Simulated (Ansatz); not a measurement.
A run of Ansatz 0.2.0:

input.yaml

```yaml
crystal:
  lattice:
    - [4.2853274191, 0.0, 0.0]
    - [0.0, 4.2853274191, 0.0]
    - [0.0, 0.0, 10.99069213]
  atoms:
    - { symbol: Sn, position: [0.0, 0.5, 0.62777089] }
    - { symbol: Sn, position: [0.5, 0.0, 0.37222911] }
    - { symbol: Se, position: [0.0, 0.5, 0.38396051] }
    - { symbol: Se, position: [0.5, 0.0, 0.61603949] }
hamiltonian:
  xc: { exchange: r2scan, correlation: r2scan, exx: { coeff: 0.5 } }
  pseudopotentials: { kind: paw }
kpoints:
  mp_grid: { grid: [4, 4, 2] }
scf:
  occupations: { method: fermi_dirac, width: 0.05 }
output:
  forces: true
  stress: true
  eigenvalues: true
```

Potentials or basis: Ansatz PAW.

Launch:

```console
$ ansatz run input.yaml --threads 2 --pin off --max-ram 5632MiB --backend cpu --events-out ev --progress --plain --runs-dir out
```

Hardware: 2 threads of Arm Neoverse V1 (shared host).

Estimate the wall time of this run.

Wall time 120 s on 2 threads of Arm Neoverse V1, with other jobs on the host, peak memory 4.3 GiB. Counts: scf iterations 22, plane waves 5113, k points 12, bands 36.
